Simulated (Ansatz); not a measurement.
# GaP: the cost of one run

Computed with Ansatz 0.2.0 (DFT PBE+D3(BJ), scalar-relativistic, plane waves, PAW, unless a step's input says otherwise).

1 further run of the same task is left out (set aside as unsound or not needed).

## (1) The starting structure

Symmetry: F-43m, No. 216, cubic system. Conventional cell: a = 5.446 Å, b = 5.446 Å, c = 5.446 Å, α = 90.00°, β = 90.00°, γ = 90.00°. Ga (site symmetry -43m) has 4 P at 2.36 Å in its first shell of neighbours. P (site symmetry -43m) has 4 Ga at 2.36 Å in its first shell of neighbours.

Coordinates:

```
CELL_PARAMETERS angstrom
0.00000 2.72292 2.72292
2.72292 0.00000 2.72292
2.72292 2.72292 0.00000
ATOMIC_POSITIONS crystal
Ga 0.00000 0.00000 0.00000
P 0.75000 0.75000 0.75000
```

It is the result of an earlier relaxation at this level (volume 20.19 Å³/atom; gap on the mesh: 1.64 eV).

## (2) The slab

Planes are indexed in the bulk's conventional cell (F-43m (No. 216)), a = 5.446 Å, b = 5.446 Å, c = 5.446 Å, α = 90.00°, β = 90.00°, γ = 90.00°.

A (110) slab, 5.8 Å thick as cut, with 16 Å of vacuum, in a 2×2 surface cell; its outer planes are GaP (top) and GaP (bottom).

The slab as cut. Layers, bottom to top:

```tsv
plane	atoms per cell	height over the lowest (Å)
1	Ga4P4	0.00
2	Ga4P4	1.93
3	Ga4P4	3.85
4	Ga4P4	5.78
```

## (3) The clean surface, relaxed

Contents of input.yaml:

```yaml
crystal:
  lattice:
    - [7.7015734665, 0.0, 0.0]
    - [0.0, 10.8916696479, 0.0]
    - [0.0, 0.0, 21.7761800998]
  atoms:
    - { symbol: Ga, position: [0.25, 0.75, 0.3673738903] }
    - { symbol: Ga, position: [0.25, 0.25, 0.3673738903] }
    - { symbol: Ga, position: [0.75, 0.75, 0.3673738903] }
    - { symbol: Ga, position: [0.75, 0.25, 0.3673738903] }
    - { symbol: P, position: [0.5, 0.125, 0.3673738903] }
    - { symbol: P, position: [0.5, 0.625, 0.3673738903] }
    - { symbol: P, position: [0.0, 0.125, 0.3673738903] }
    - { symbol: P, position: [0.0, 0.625, 0.3673738903] }
    - { symbol: Ga, position: [0.5, 0.5, 0.4557912968] }
    - { symbol: Ga, position: [0.5, 0.0, 0.4557912968] }
    - { symbol: Ga, position: [0.0, 0.5, 0.4557912968] }
    - { symbol: Ga, position: [0.0, 0.0, 0.4557912968] }
    - { symbol: P, position: [0.75, 0.875, 0.4557912968] }
    - { symbol: P, position: [0.75, 0.375, 0.4557912968] }
    - { symbol: P, position: [0.25, 0.875, 0.4557912968] }
    - { symbol: P, position: [0.25, 0.375, 0.4557912968] }
    - { symbol: Ga, position: [0.75, 0.25, 0.5442087032] }
    - { symbol: Ga, position: [0.75, 0.75, 0.5442087032] }
    - { symbol: Ga, position: [0.25, 0.25, 0.5442087032] }
    - { symbol: Ga, position: [0.25, 0.75, 0.5442087032] }
    - { symbol: P, position: [0.0, 0.625, 0.5442087032] }
    - { symbol: P, position: [0.0, 0.125, 0.5442087032] }
    - { symbol: P, position: [0.5, 0.625, 0.5442087032] }
    - { symbol: P, position: [0.5, 0.125, 0.5442087032] }
    - { symbol: Ga, position: [0.0, 0.0, 0.6326261097] }
    - { symbol: Ga, position: [0.0, 0.5, 0.6326261097] }
    - { symbol: Ga, position: [0.5, 0.0, 0.6326261097] }
    - { symbol: Ga, position: [0.5, 0.5, 0.6326261097] }
    - { symbol: P, position: [0.25, 0.375, 0.6326261097] }
    - { symbol: P, position: [0.25, 0.875, 0.6326261097] }
    - { symbol: P, position: [0.75, 0.375, 0.6326261097] }
    - { symbol: P, position: [0.75, 0.875, 0.6326261097] }
basis:
  ecutwfc: 420
kpoints:
  mp_grid: { grid: [2, 2, 1] }
hamiltonian:
  xc: pbe
  dispersion: d3bj
scf:
  occupations: { method: gaussian, width: 0.05 }
output:
  forces: true
  eigenvalues: true
  write_density: true
  write_potential: true
  elf: true
  volumetric_format: npy
relax:
  adjacent_minimum: "off"
  f_tol: 0.03
  max_steps: 70
  constraints: [{ sites: [0, 1, 2, 3, 4, 5, 6, 7, 8, 9, 10, 11, 12, 13, 14, 15] }]
efield:
  axis: 3
  dipole_correction: true
  ramp_width: 0.04
```

Launch:

```
ansatz run input.yaml --threads 4 --pin off --max-ram 10240MiB --backend cpu --events-out ev --progress --plain --runs-dir out
```

**Question.** How long does this run take on 4 threads of AMD EPYC 9R45 (Zen 5), shared host, and how much memory does it need?

About 62 s, with a peak of 5.9 GiB.
